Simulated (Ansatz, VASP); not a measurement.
# One calculation of Al, two programs

```
Al
1.0
     0.00000    2.07421    2.07421
     2.07421    0.00000    2.07421
     2.07421    2.07421    0.00000
Al
1
Cartesian
  0.0000 0.0000 0.0000
```

Alike in both runs: task single point; functional PBE; k mesh 10 × 10 × 10; occupations gaussian, width 0.1 eV; no spin polarisation.

```csv
,VASP,Ansatz
version,VASP 6.6.1,Ansatz 0.2.0
potentials or method,"VASP PAW PBE potentials, release 64 (Al)","plane waves, PAW"
plane-wave cutoff (eV),520,500
valence electrons in the cell,3,3
```

```tsv
	VASP	Ansatz	Ansatz less VASP
pressure (GPa)	-4.7	-4.6	+0.02
```
